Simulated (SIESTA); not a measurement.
The system is Ge.

```xyz
1
Lattice="1.3971 -2.6005 0.0000 1.3971 2.6005 0.0000 0.0000 0.0000 2.6982" Properties=species:S:1:pos:R:3 pbc="T T T"
Ge    1.3971    0.0000    0.0000
```

This isn't the form of Ge at room conditions, which is diamond.

```yaml
Program: SIESTA 5.4.2
Task: relaxation of cell and atoms
Functional: AM05
Potentials_or_basis: PseudoDojo 0.4 standard (PBEsol files)
Basis: DZP (energy shift 0.003 Ry; two zetas on semicore shells)
Grid_cutoff: 800 Ry
Energy_shift: 0.003 Ry
k_mesh: 8 × 8 × 7
Occupations: fermi-dirac, width 0.05 eV
Spin: no spin polarisation
```

At the start: pressure -3.3 GPa; volume 19.61 Å³/atom.

**Question.** How do energy, volume and symmetry change on relaxing?

**Answer.** Over 14 steps the energy falls by 27.9 meV/atom and the volume is 18.40 Å³/atom (-6.1 %); space group P6/mmm (No. 191, to 0.05 Å).

Step by step:
| step | energy change (eV) | largest force (eV/Å) | pressure (GPa) | volume (Å³) |
| --- | --- | --- | --- | --- |
| 1 | 0.0000 | 0.0000 | -3.27 | 19.61 |
| 2 | -0.0126 | 0.0000 | -1.59 | 19.02 |
| 3 | -0.0207 | 0.0000 | 0.55 | 18.38 |
| 4 | -0.0183 | 0.0000 | 3.36 | 17.75 |
| 5 | -0.0212 | 0.0000 | 0.84 | 18.29 |
| 6 | -0.0280 | 0.0000 | 0.53 | 18.29 |
| 7 | -0.0191 | 0.0000 | 1.27 | 18.28 |
| 8 | -0.0280 | 0.0000 | 0.53 | 18.29 |
| 9 | -0.0215 | 0.0000 | -2.09 | 19.09 |
| 10 | -0.0278 | 0.0000 | -0.21 | 18.45 |
| 11 | -0.0268 | 0.0000 | -0.72 | 18.60 |
| 12 | -0.0280 | 0.0000 | 0.02 | 18.39 |
| 13 | -0.0279 | 0.0000 | -0.06 | 18.41 |
| 14 | -0.0279 | 0.0000 | -0.02 | 18.40 |

Final structure:
```yaml
crystal:
  lattice:
    - [1.41384, -2.45000, 0.00000]
    - [1.41384, 2.45000, 0.00000]
    - [0.00000, 0.00000, 2.65636]
  atoms:
    - { symbol: Ge, position: [0.50000, 0.50000, 0.00000] }
```

Caveat: the potentials were made for another functional, which shifts forces and pressure; the basis of atomic orbitals isn't converged, which shifts pressures, moduli and gaps.
